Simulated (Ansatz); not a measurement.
Mo (beta tin type), DFT, PBE, PAW with Ansatz's default frozen-core files, scalar-relativistic (Ansatz 0.2.0), on 1 thread of Intel(R) Xeon(R) Platinum 8488C (Sapphire Rapids) (shared host).

Command: `ansatz run input.yaml --threads 1 --pin off --max-ram 2048MiB --backend cpu --events-out ev --progress --plain --runs-dir out`

```yaml
crystal:
  lattice:
    - [-2.1111979179, 2.1111979179, 1.0986585196]
    - [2.1111979179, -2.1111979179, 1.0986585196]
    - [2.1111979179, 2.1111979179, -1.0986585196]
  atoms:
    - { symbol: Mo, position: [-0.375, -0.125, -0.25] }
    - { symbol: Mo, position: [0.375, 0.125, 0.25] }
kpoints:
  mp_grid: { grid: [18, 18, 18] }
scf:
  occupations: { method: fermi_dirac, width: 0.05 }
hamiltonian:
  xc: pbe
  pseudopotentials: { kind: paw }
output:
  forces: true
  stress: true
relax:
  f_tol: 0.005
  max_steps: 30
  cell: { stress_tol: 0.38, fix: [volume] }
```

(1) How large is the problem that the program sets up?

(2) About how long does it take?

Answers

(1) 480 irreducible k-points, 383 plane waves at Γ, 18 bands.

(2) 22 s of wall time for 24 SCF iterations over 3 geometries. Times on shared machines scatter by tens of per cent.
